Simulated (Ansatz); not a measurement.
**An inverse problem**

Cell vectors (Å):

```
2.7646 0.0000 0.0000
0.0000 2.7646 0.0000
0.0000 0.0000 2.7646
```

| atom | a | b | c |
| --- | --- | --- | --- |
| Fe | 0.5000 | 0.5000 | 0.5000 |
| X | 0.0000 | 0.0000 | 0.0000 |

The calculation used LDA, PAW on Ansatz 0.2.0's default frozen-core files (fitted under PBE), scalar-relativistic, spin-polarised. k mesh 16×16×16, strains of ±0.005, Fermi-Dirac smearing of 0.080 eV.

Elastic constants of a crystal by Kohn-Sham DFT: slopes of the stress over finite engineering strains of the given cell, Voigt indices, Cartesian axes as in the cell vectors.

| index | elastic (GPa) |
| --- | --- |
| 11 | 312.5 |
| 12 | 211.4 |
| 44 | 154.7 |

Question: All X atoms are one element. Which one was computed?

Answer: Co; the crystal is FeCo (Pm-3m).

Limits of these numbers: frozen-core PAW files fitted under PBE, their cores solved anew for the functional of the run; a lower magnetic state may exist; responses of metals move with mesh and smearing.
